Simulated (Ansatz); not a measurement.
A 2-atom cell of CaSe started from a crystallographic database, relaxed with r2SCAN in Ansatz 0.2.0. It is cubic, Fm-3m (No. 225); a = 5.935 Å in the conventional setting, 26.13 Å³ an atom. Ca has 6 Se at 2.97 Å; Se has 6 Ca at 2.97 Å.

The axes x, y and z are those of this cell:
```
Ca Se
1.0
     0.00000    2.96753    2.96753
     2.96753    0.00000    2.96753
     2.96753    2.96753    0.00000
Ca Se
1 1
Cartesian
  0.0000 0.0000 0.0000
  2.9675 2.9675 2.9675
```

Unstrained: With PBE the valence top lies at Γ and the conduction bottom at X, 2.057 eV higher; the smallest vertical gap, at X, is 2.980 eV. The r2SCAN gap is indirect, 2.517 eV (Γ to X), below the direct gap of 3.458 eV at X. The HSE06 gap is indirect, 2.999 eV (Γ to X), below the direct gap of 4.032 eV at X. Meshes: PBE 8×8×8, r2SCAN 8×8×8, HSE06 6×6×6. Strains are changes of length per length. After each strain the atoms were relaxed again with r2SCAN within the symmetry that the strain leaves, so tilts or polar shifts that break it weren't tested; points keep the names that they have in the unstrained zone. Spin-unpolarised throughout; all numbers are computed.

Q: Estimate what uniaxial -2.68 % along x, other directions held does to the gap.

A: PBE: the gap goes from 2.057 to 1.971 eV (-0.086 eV); with r2SCAN the top three valence levels at Γ, degenerate before, become 1+2 from the top over 18 meV. r2SCAN: the gap goes from 2.517 to 2.428 eV (-0.089 eV). HSE06: the gap goes from 2.999 to 2.912 eV (-0.087 eV). The r2SCAN energy rises by 7.6 meV an atom.

Q: Apply epitaxial +2.95 % in the xy plane, free normal strain -0.99 %. How far does the gap move, against the unstrained cell?

A: PBE: the gap goes from 2.057 to 2.147 eV (+0.090 eV). r2SCAN: the gap goes from 2.517 to 2.604 eV (+0.087 eV). HSE06: the gap goes from 2.999 to 3.087 eV (+0.088 eV). The r2SCAN energy rises by 16.5 meV an atom.

Spin-orbit coupling is left out.

The meshes of the hybrids are coarse, so their gaps aren't converged to the digits shown.

The splittings at Γ are without spin-orbit coupling, which regroups them where it is of like size or larger.
